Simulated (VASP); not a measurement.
Here is the system:

```
BeO
1.0
    2.72095     0.00000     0.00000
   -1.36048     2.35642     0.00000
    0.00000     0.00000     4.41934
Be O
2 2
Direct
  0.33333   0.66667   0.00016
  0.66667   0.33333   0.50016
  0.33333   0.66667   0.37734
  0.66667   0.33333   0.87734
```

All values below come from PBE GGA, VASP's PBE PAW potentials (set 64) (plane waves; VASP). Run with 400 eV cut-off, 7×7×4 Γ-centred mesh, Gaussian smearing of 0.010 eV, potentials Be O.

At this cut-off the stress carries a Pulay error, which pulls relaxed volumes low.

Q: Give the stress tensor in GPa (positive for a compressed cell).

A: 
```
-8.20   0.00   0.00
 0.00  -8.20   0.00
 0.00   0.00  -7.93
```
The pressure is its mean diagonal, -8.11 GPa.

The structure comes from a computed database's BeO entry; how it stands against other phases isn't given here. The cell was not relaxed at this level.
